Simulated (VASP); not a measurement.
# ZrB₂: kinetic-energy density

ZrB₂, P6/mmm (no. 191), 3 atoms in the cell. PBE; PAW potentials Zr_sv, B (PBE set).

## Input

INCAR:
```
SYSTEM = ZrB2
ALGO     = Normal         ! electronic algorithm
EDIFF    = 1E-7           ! SCF threshold, eV
ENCUT    = 520            ! plane-wave cutoff, eV
ISIF     = 2              ! what is computed and relaxed
ISMEAR   = 0              ! smearing method
LASPH    = .TRUE.         ! aspherical terms in the spheres
LCHARG   = .TRUE.         ! write CHGCAR
LREAL    = .FALSE.        ! projectors in reciprocal space
LTAU     = .TRUE.       
LWAVE    = .FALSE.        ! write WAVECAR
NELM     = 100            ! most SCF steps
PREC     = Accurate       ! precision mode
SIGMA    = 0.02           ! smearing width, eV
```

KPOINTS:
```
k-points
0
Gamma
  8 8 6
```

POSCAR:
```
ZrB2
1.0
    3.1700000000      0.0000000000      0.0000000000
   -1.5850000000      2.7453005300      0.0000000000
    0.0000000000      0.0000000000      3.5330000000
Zr B
1 2
Direct
    0.0000000000      0.0000000000      0.0000000000
    0.6666666667      0.3333333333      0.5000000000
    0.3333333333      0.6666666667      0.5000000000
```

Commands:
```
cat potpaw_PBE.64/Zr_sv/POTCAR potpaw_PBE.64/B/POTCAR > POTCAR
mpirun -np 1 vasp_std > vasp.out
```

## Result

- Kinetic energy of the pseudo orbitals (eV): 438.26

VASP 6.6.1 took 5.8 s on 1 core (Intel Xeon 6975P-C (Granite Rapids)), a shared host.
